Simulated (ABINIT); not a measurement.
Crystal: HfN.

```xyz
2
Lattice="0.0000 2.2560 2.2560 2.2560 0.0000 2.2560 2.2560 2.2560 0.0000" Properties=species:S:1:pos:R:3 pbc="T T T"
Hf    0.0000    0.0000    0.0000
N     2.2560    2.2560    2.2560
```

| Item | Value |
| --- | --- |
| Program | ABINIT 10.8.3 (patched build) |
| Task | single point |
| Functional | PBE |
| Potentials or basis | JTH PAW PBE v2.0 |
| Cutoff | 707 eV |
| k mesh | 10 × 10 × 10 |
| Occupations | fermi-dirac, width 0.05 eV |
| Spin | no spin polarisation |

On this cell: pressure 4.9 GPa; largest force zero by symmetry; band gap on the k mesh none (metal or under the smearing width).

The same run follows on a disturbed copy (atoms moved at random, drawn with an rms of 0.05 Å):

```
Hf N
1.0
     0.00000    2.25600    2.25600
     2.25600    0.00000    2.25600
     2.25600    2.25600    0.00000
Hf N
1 1
Direct
  0.02558 0.01152 0.98645
  0.48681 0.50285 0.51365
```

What changes?

The energy (extrapolated to zero smearing) moves by +41.1 meV/atom; pressure 6.7 GPa; largest force 1.418 eV/Å; band gap on the k mesh none (metal or under the smearing width).

Forces on the atoms (eV/Å):
```
Hf   0.501 -0.313 -1.288
N   -0.501  0.313  1.288
```

Stress tensor (GPa, compression positive):
```
 5.60  0.09  0.50
 0.09  5.23 -0.32
 0.50 -0.32  9.39
```
